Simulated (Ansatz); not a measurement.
Level of theory: DFT, r²SCAN, scalar-relativistic, no spin polarisation; plane waves to 500 eV with PAW datasets (Ansatz 0.2.0), Γ-centred 12×12×12 mesh, 0.05 eV Gaussian smearing; PAW files: Ansatz's generated set soft_2.

A compound XC has these computed properties.

```
Space group                                           : P-6m2 (No. 187)
Conventional cell                                     : a = 3.273 Å, b = 3.273 Å, c = 2.931 Å, α = 90.00°, β = 90.00°, γ = 120.00°
Volume                                                : 13.60 Å³/atom
Band gap                                              : zero (metallic)
Density of states at the Fermi level                  : about 0.09 states/(eV·atom) (so small a value isn't resolved on this mesh)
Bader charges                                         : X 1.88; C -1.88 e
Formation energy from the elements (0 K, uncorrected) : -0.25 eV/atom
Bulk modulus (Birch–Murnaghan)                        : 189 GPa
```

Sites: X on 1a, C on 1f.

Which element is X?
A. Y
B. Zr
C. Mo
D. Sr

B. X is Zr, so the compound is ZrC.

This is a trial structure; measured cells of the compound in the Crystallography Open Database are in space group Fm-3m (rock salt).
